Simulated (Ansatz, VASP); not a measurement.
Two plane-wave programs on Zn

```
Zn
1.0
     0.00000    1.87904    1.87904
     1.87904    0.00000    1.87904
     1.87904    1.87904    0.00000
Zn
1
Direct
  0.94596 0.05571 0.03033
```

This isn't the form of Zn at room conditions, which is hcp.

Alike in both runs: task single point; functional PBEsol; k mesh 8 × 8 × 8; occupations gaussian, width 0.15 eV; no spin polarisation.

```csv
,VASP,Ansatz
version,VASP 6.6.1,Ansatz 0.2.0
potentials or method,"VASP PAW PBE potentials, release 64 (Zn)","plane waves, PAW"
plane-wave cutoff (eV),520,420
valence electrons in the cell,12,12
```

```tsv
	VASP	Ansatz	Ansatz less VASP
pressure (GPa)	6.6	6.0	-0.65
```

Caveats: the k mesh is coarse (spacing up to 0.36 Å⁻¹), so the values aren't converged; the PAW data sets were made with another functional, which shifts forces and pressure a little (VASP).
